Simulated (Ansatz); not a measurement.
# How many bands does the GW gap of BaTiO3 (Pm-3m) need?, part 2 of 2

Wanted: a G0W0 gap for BaTiO3 (Pm-3m) that is converged in bands and cutoff, or an estimate of the limit.

Ansatz 0.2.0; G0W0 on PBE, plane waves, PAW. Known limits of the many-body steps: not at the basis limit; no spin-orbit coupling; coarse k mesh.

So far. Step 4 (509 empty bands, screening to 230 eV): Against the run with 4×4×4 mesh, 236 empty bands, screening to 138 eV, the gap moves by +0.05 eV.

### Step 5. Changing the frequency model: 4×4×4 mesh, 236 empty bands, screening to 138 eV, plasmon pole

A plasmon pole stands in for the full frequency dependence of the screening; this run shows what that costs in accuracy. Bands and cutoff differ from the step before, so it is read against an earlier run that matches them.

Input file input.yaml:

```yaml
crystal:
  lattice:
    - [4.006, 0.0, 0.0]
    - [0.0, 4.006, 0.0]
    - [0.0, 0.0, 4.006]
  atoms:
    - { symbol: Ba, position: [0.5, 0.5, 0.5] }
    - { symbol: Ti, position: [0.0, 0.0, 0.0] }
    - { symbol: O, position: [0.5, 0.0, 0.0] }
    - { symbol: O, position: [0.0, 0.5, 0.0] }
    - { symbol: O, position: [0.0, 0.0, 0.5] }
kpoints:
  mp_grid: { grid: [4, 4, 4] }
hamiltonian:
  xc: pbe
  pseudopotentials: { kind: paw, azcp: { folder: "./paw" } }
scf:
  occupations: { method: fixed }
gw:
  n_empty_bands: 236
  ecut_chi: 138
  qp_bands: [v2, c2]
  qp_kpoints: band_edges
  screening: { model: godby_needs }
```

Started as:

```
ansatz run input.yaml --threads 3 --pin off --max-ram 92160MiB --backend cuda --events-out ev --progress --plain --runs-dir out --devices 1 --max-vram 13GiB
```

Numbers of over 12 decimals in the logs are rounded to 6 here.

What it wrote:

```text
GPUs: using 1 of 1 available (devices: 1).
[...]
GPU FFT provider: cuFFT
GPU libraries: cuBLAS 13.8.2, cuFFT 12.4.0, cuSOLVER 12.3.4
Crystal: 5 atoms, lattice volume = 64.288 Å³
Basis set: ecut = 420 eV, 1237 PW (Γ)
Bands: 25, of which v1, the nominal top of the filled ones, is band 20 counted from 1 (19 counted from 0)
Symmetry: 48 space group operations
[...]
k-points: 10 of 64
[...]
1    22     12.9724   -14.1585    -6.3701   -21.7815  0.7574    14.2333    14.2252  root
[...]
9    19     10.2372   -25.8486     4.8879   -20.7734  0.7553    10.0497    10.0499  root
     9    20     10.2372   -25.8486     4.8879   -20.7734  0.7553    10.0497    10.0499  root
     9    21     14.4133   -14.7030    -7.4944   -23.7019  0.7338    15.8803    15.9177  root
     9    22     14.4133   -14.7030    -7.4944   -23.7019  0.7338    15.8803    15.9177  root
[key lines of the parts left out:]
SCF converged after 8 iterations
Free energy (F): -10159.715939 eV
Fermi energy:    10.237247 eV
```

Elapsed: 26 s, on 1 × NVIDIA H100 80GB HBM3 (shared by 6 runs) with 3 threads of AMD EPYC 7R13 (Zen 3), shared host; peak memory 1.3 GiB.

Numbers from this step:

* bands summed: 256
* plasmon-pole fit frequency: 29.29 eV
* RPA ε∞ on this mesh (eigenvalues): 7.005, 7.005, 7.005
* plane waves in the screening matrix: 251
* G0W0 gap on the mesh: 3.138 eV
* k of the valence top: -0.5, -0.5, -0.5
* k of the conduction bottom: 0, 0, 0
* starting gap on the mesh: 1.791 eV
* least direct G0W0 gap on the computed points: 3.241 eV

Against the run with 4×4×4 mesh, 236 empty bands, screening to 138 eV, the gap moves by −0.013 eV.

### Step 6. Changing the files: 4×4×4 mesh, 236 empty bands, screening to 138 eV, hard PAW files

Other atomic data (hard PAW) test the pseudisation: the cutoff goes from 420 to 930 eV, with the same valence electrons.

Changes to input.yaml since step 5:

```diff
@@ -15,3 +15,3 @@
   xc: pbe
-  pseudopotentials: { kind: paw, azcp: { folder: "./paw" } }
+  pseudopotentials: { kind: paw, source: ansatz }
 scf:
@@ -23,2 +23,2 @@
   qp_kpoints: band_edges
-  screening: { model: godby_needs }
+  screening: { model: contour_deformation }
```

What it wrote:

```text
GPUs: using 1 of 1 available (devices: 1).
[...]
GPU FFT provider: cuFFT
GPU libraries: cuBLAS 13.8.2, cuFFT 12.4.0, cuSOLVER 12.3.4
Crystal: 5 atoms, lattice volume = 64.288 Å³
Basis set: ecut = 930 eV, 4139 PW (Γ)
Bands: 25, of which v1, the nominal top of the filled ones, is band 20 counted from 1 (19 counted from 0)
Symmetry: 48 space group operations
[...]
k-points: 10 of 64
[...]
1    22     13.0213   -14.1531    -6.5369   -21.7706  0.7028    14.1365    14.1019  root
[...]
9    19     10.2940   -25.8503     4.7782   -20.7744  0.7060     9.9942     9.9963  root
     9    20     10.2940   -25.8503     4.7782   -20.7744  0.7060     9.9942     9.9963  root
     9    21     14.4673   -14.7013    -7.8868   -23.7000  0.6545    15.6368    15.5792  root
     9    22     14.4673   -14.7013    -7.8868   -23.7000  0.6545    15.6368    15.5792  root
[key lines of the parts left out:]
SCF converged after 10 iterations
Free energy (F): -10144.557990 eV
Fermi energy:    10.294036 eV
```

Run time: 21 s. Hardware: 1 × NVIDIA H100 80GB HBM3 (shared by 6 runs) with 3 threads; peak memory 1.3 GiB.

Numbers from this step:

```yaml
bands_summed: 256
rpa_eps_infinity_on_this_mesh_eigenvalues: 7.011, 7.011, 7.011
plane_waves_in_the_screening_matrix: 251
g0w0_gap_on_the_mesh: 3.150 eV
k_of_the_valence_top: -0.5, -0.5, -0.5
k_of_the_conduction_bottom: 0, 0, 0
starting_gap_on_the_mesh: 1.780 eV
least_direct_g0w0_gap_on_the_computed_points: 3.270 eV
```

Against the run with 4×4×4 mesh, 236 empty bands, screening to 138 eV, the gap moves by −0.002 eV.

### Step 7. Side by side

Times are wall times on 1 × NVIDIA H100 80GB HBM3 (shared by 6 runs) with 3 threads of AMD EPYC 7R13 (Zen 3), shared host, good to a factor of about two.

```csv
mesh,files,frequency,bands summed,cutoff (eV),start (eV),G0W0 (eV),time,host memory (GiB)
4×4×4,default PAW,contour deformation,103,69,1.791,3.219,17 s,1.0
4×4×4,default PAW,contour deformation,256,138,1.791,3.151,21 s,1.2
4×4×4,default PAW,contour deformation,529,230,1.791,3.199,27 s,1.6
4×4×4,default PAW,plasmon pole,256,138,1.791,3.138,26 s,1.3
4×4×4,hard PAW,contour deformation,256,138,1.780,3.150,21 s,1.3
```

How the two edges are built up, in eV (the quasiparticle level is the starting level plus Σx plus Σc less Vxc):

```csv
run,edge,start,Σx,Σc,Vxc,Z,QP
103 bands,valence top,10.24,-25.85,5.11,-20.77,0.71,10.28
103 bands,conduction bottom,12.03,-12.63,-6.19,-20.28,0.73,13.49
256 bands,valence top,10.24,-25.85,4.80,-20.77,0.71,9.96
256 bands,conduction bottom,12.03,-12.63,-6.57,-20.28,0.73,13.12
529 bands,valence top,10.24,-25.85,4.60,-20.77,0.70,9.76
529 bands,conduction bottom,12.03,-12.63,-6.72,-20.28,0.72,12.96
```

### Step 8. Outcome

```json
{
  "103 bands, 69 eV": "3.219 eV",
  "256 bands, 138 eV": "3.151 eV",
  "529 bands, 230 eV": "3.199 eV",
  "mesh and start": "4×4×4, PBE"
}
```

What this shows: From 103 to 529 bands the gap moves by −0.02 eV. Σc changes by −0.51 eV at the valence top and −0.53 eV at the conduction bottom, so the levels themselves move more than the gap between them. The gap turns back along the series, so no limit is drawn from it. The plasmon-pole model gives −0.01 eV against contour deformation, 1 % of the correction, and saved no time in this program. Hard PAW files move the gap by −0.002 eV at equal bands and cutoff, −0.01 eV of it in the start. The 4×4×4 mesh is coarse for this cell (its supercell is 16 Å along the shortest edge). The RPA ε∞ on it, from the PBE start, is 6.99; such meshes misread the long-range screening, most where the gap is narrow. This is the ideal cubic cell; many perovskites, halides above all, are cubic only on average, and local tilts or off-centring can widen the gap. The many-body steps are scalar-relativistic: spin-orbit coupling is not in them.

[Paths, hosts, dates, memory and timing lines, banners, echoed tables and standing remarks are left out of the program output.]

[Logs are printed without paths, hosts, clocks, repeated set-up lines and the standing remarks that a program may print on its own settings, such as how far it seeks lower states.]

[Runs of the session that timed out or met a known fault of the program may be left out.]

[Cells called generated may have been cut or substituted from an entry of the Crystallography Open Database or the Materials Project.]

[Hosts, paths, dates, database ids (printed as entryN), source tags and the programs' standing remarks are cut or masked in the printed files.]
